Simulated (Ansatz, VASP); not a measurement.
**P in VASP and in Ansatz**

Contents of INCAR:

```
SYSTEM = P
  PREC = Accurate
  ENCUT = 520
  EDIFF = 1E-6
  ISMEAR = -1
  SIGMA = 0.05
  LREAL = .FALSE.
  LASPH = .TRUE.
  NELM = 60
  ALGO = Normal
  ISIF = 2
  LWAVE = .FALSE.
  LCHARG = .FALSE.
  GGA = PS
  NBANDS = 12
```

File KPOINTS:

```
Automatic mesh
0
G
  9 9 9
  0 0 0
```

The input POSCAR:

```
P
1.0
    1.7484346925      1.0094592404      3.1708647352
   -1.7484346925      1.0094592404      3.1708647352
    0.0000000000     -2.0189184807      3.1708647352
P
2
Direct
    0.7729197500      0.7729197500      0.7729197500
    0.2270802500      0.2270802500      0.2270802500
```

The input input.yaml:

```yaml
crystal:
  lattice:
    - [1.7484346925, 1.0094592404, 3.1708647352]
    - [-1.7484346925, 1.0094592404, 3.1708647352]
    - [0.0, -2.0189184807, 3.1708647352]
  atoms:
    - { symbol: P, position: [0.77291975, 0.77291975, 0.77291975] }
    - { symbol: P, position: [0.22708025, 0.22708025, 0.22708025] }
hamiltonian:
  xc: pbesol
  pseudopotentials: { kind: paw }
kpoints:
  mp_grid: { grid: [9, 9, 9] }
scf:
  occupations: { method: fermi_dirac, width: 0.05 }
output:
  forces: true
  stress: true
  eigenvalues: true
```

This isn't the form of P at room conditions, which is orthorhombic.

Alike in both runs: task single point; functional PBEsol; k mesh 9 × 9 × 9; occupations fermi-dirac, width 0.05 eV; no spin polarisation.

|  | VASP | Ansatz |
| --- | --- | --- |
| version | VASP 6.6.1 | Ansatz 0.2.0 |
| potentials or method | VASP PAW PBE potentials, release 64 (P) | Ansatz PAW |
| plane-wave cutoff (eV) | 520 | 420 |
| valence electrons in the cell | 10 | 10 |

VASP gave:

* gap on the k mesh at the Fermi level (eV): none
* pressure (GPa): -4.9
* largest component of the traceless stress (GPa): 0.36
* rms of the force components (eV/Å): 0.009

Question: Estimate Ansatz's values.

Answer: gap on the k mesh at the Fermi level (eV): none; pressure (GPa): -4.9; largest component of the traceless stress (GPa): 0.49; rms of the force components (eV/Å): 0.009.

Atom by atom the forces differ by 0.017 eV/Å (rms over components). A gap of «none» marks a metal or a gap that the smearing closes.

Caveats: the PAW data sets were made with another functional, which shifts forces and pressure a little (VASP); the PAW data sets come from PBE, with cores solved anew for the run's functional, which leaves a small shift of forces and pressure (Ansatz).
